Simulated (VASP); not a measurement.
Set up this calculation in VASP 6.6.1, as the native input.

```yaml
Task: single point
Functional: LDA
Potentials_or_basis: VASP PAW LDA potentials, release 54 (Ag, Br)
Cutoff: 520 eV
k_mesh: 8 × 8 × 8
Occupations: gaussian, width 0.02 eV
Spin: no spin polarisation
Further_INCAR_settings: ALGO = Fast; EDIFF = 1e-06; NBANDS = 16
```

The structure of AgBr lies in POSCAR:

```
AgBr
1.0
    0.0000000000      2.8701500000      2.8701500000
    2.8701500000      0.0000000000      2.8701500000
    2.8701500000      2.8701500000      0.0000000000
Ag Br
1 1
Direct
    0.0000000000      0.0000000000      0.0000000000
    0.5000000000      0.5000000000      0.5000000000
```

The input as run:

INCAR

```
ALGO     = Fast           # electronic algorithm
EDIFF    = 1E-6           # SCF threshold, eV
ENCUT    = 520            # plane-wave cutoff, eV
ISIF     = 2              # what is computed and relaxed
ISMEAR   = 0              # smearing method
LASPH    = T              # aspherical terms in the spheres
LCHARG   = F              # write CHGCAR
LREAL    = F              # projectors in reciprocal space
LWAVE    = F              # write WAVECAR
NBANDS   = 16             # bands
NELM     = 100            # most SCF steps
PREC     = Accurate       # precision mode
SIGMA    = 0.02           # smearing width, eV
```

KPOINTS

```
k-points
0
Gamma
  8 8 8
```

Potentials or basis: VASP PAW LDA potentials, release 54 (Ag, Br).

Run with:

```sh
$ cat potpaw_LDA.54/Ag/POTCAR potpaw_LDA.54/Br/POTCAR > POTCAR
$ mpirun -np 1 vasp_std > vasp.out
```

Results of the run:

The pressure is -4.1 GPa and the band gap on the k mesh is 0.41 eV, indirect (least direct gap 2.34 eV).

Wall time 7.9 s on 1 thread of AMD EPYC 9R45 96-Core Processor (Zen 5), with other jobs on the host, peak memory 0.12 GiB.
